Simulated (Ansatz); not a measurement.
LaAlO₃ (cubic perovskite)

```
CELL_PARAMETERS angstrom
      3.78694     0.00000     0.00000
      0.00000     3.78694     0.00000
      0.00000     0.00000     3.78694
ATOMIC_POSITIONS crystal
  La 0.00000 0.00000 0.00000
  Al 0.50000 0.50000 0.50000
  O  0.00000 0.50000 0.50000
  O  0.50000 0.50000 0.00000
  O  0.50000 0.00000 0.50000
```

Grid over V/V₀ and (c/a)/(c/a)₀, subscript 0 meaning the relaxed cell; the conventional c axis lies along z; no internal relaxation.

Level of theory: r2SCAN (plane waves to 500 eV, PAW, scalar-relativistic; Ansatz, a quantum-chemistry and plane-wave program). k mesh 9×9×9 (Γ-centred), Fermi-Dirac smearing 0.05 eV. Stress and pressure are positive under compression. LaAlO3 is run without spin polarisation. LaAlO3 was relaxed with its symmetry unable to fall. This is a high-temperature form of LaAlO3.

Changes of σxx (GPa) from the point V/V₀ = 1.000, (c/a)/(c/a)₀ = 1.000 when one coordinate moves alone (two changes are said to add if the coupling is within 5 % of the smaller one, nearly so within 20 %):

```json
[
 {"point": "V/V₀ = 1.000, (c/a)/(c/a)₀ = 0.880", "change": "-7.25"},
 {"point": "V/V₀ = 1.000, (c/a)/(c/a)₀ = 0.940", "change": "-4.02"},
 {"point": "V/V₀ = 0.920, (c/a)/(c/a)₀ = 1.000", "change": "21.06"},
 {"point": "V/V₀ = 0.960, (c/a)/(c/a)₀ = 1.000", "change": "9.43"},
 {"point": "V/V₀ = 1.040, (c/a)/(c/a)₀ = 1.000", "change": "-7.66"},
 {"point": "V/V₀ = 1.080, (c/a)/(c/a)₀ = 1.000", "change": "-13.89"},
 {"point": "V/V₀ = 1.000, (c/a)/(c/a)₀ = 1.060", "change": "5.04"},
 {"point": "V/V₀ = 1.000, (c/a)/(c/a)₀ = 1.120", "change": "11.22"}
]
```

### Question
What is the change at V/V₀ = 1.080, (c/a)/(c/a)₀ = 1.060, where both move, and how far is it from the sum?

### Answer
The sum of the single changes is -13.89 + (5.04) = -8.85; the calculation gives -10.23, so the coupling contributes -1.38 (over 20 % of the smaller single change, not additive).

### Question
What is the change at V/V₀ = 0.960, (c/a)/(c/a)₀ = 0.880, where both move, and how far is it from the sum?

### Answer
The sum of the single changes is 9.43 + (-7.25) = 2.18; the calculation gives 0.82, so the coupling contributes -1.36 (under 20 % of the smaller single change, nearly additive).

### Question
Do the two effects add at V/V₀ = 1.040, (c/a)/(c/a)₀ = 0.940? Give the computed change.

### Answer
The sum of the single changes is -7.66 + (-4.02) = -11.68; the calculation gives -11.05, so the coupling contributes 0.63 (under 20 % of the smaller single change, nearly additive).

(A scan under strain: stresses follow from slopes of the energy per volume, elastic moduli from its curvatures.)
